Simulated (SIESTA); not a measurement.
**Hf under changes of volume**

One of the cells (23.523 Å³/atom); the others are scaled copies at fixed shape and fractional positions:

```
Hf
1.0
    -1.80500    1.80500    1.80500
     1.80500   -1.80500    1.80500
     1.80500    1.80500   -1.80500
Hf
1
Direct
  0.00000 0.00000 0.00000
```

This isn't the form of Hf at room conditions, which is hcp.

| Property | Result |
| --- | --- |
| Program | SIESTA 5.4.2 |
| Functional | LDA |
| Potentials or basis | PseudoDojo 0.4 standard (LDA files) |
| Basis | DZP (energy shift 0.003 Ry; two zetas on semicore shells) |
| Grid cutoff | 800 Ry |
| Energy shift | 0.003 Ry |
| k mesh | 10 × 10 × 10 |
| Occupations | fermi-dirac, width 0.05 eV |
| Spin | no spin polarisation |

```tsv
volume (Å³/atom)	energy over the lowest point (meV/atom)	pressure (GPa)
22.112	0.00	-8.9
22.582	29.22	-10.7
23.052	63.56	-12.4
23.523	102.46	-13.8
23.993	145.37	-15.1
24.464	191.71	-16.2
24.934	?	?
```

Question: What does the run at 24.934 Å³/atom give?

Answer: Energy over the lowest point 241.09 meV/atom; pressure -17.2 GPa.

Worked out: A Birch-Murnaghan fit of order 3 (a polynomial in V^(-2/3)) to the other rows has no minimum within the range. It gives 241.04 meV/atom at 24.934 Å³/atom, against the run's 241.09, and -dE/dV = -17.3 GPa, against -17.2.

Energies are extrapolated to zero smearing.

Caveats: short orbitals over semicore shells can move pressures by several GPa; the basis of atomic orbitals isn't converged, which shifts pressures, moduli and gaps.
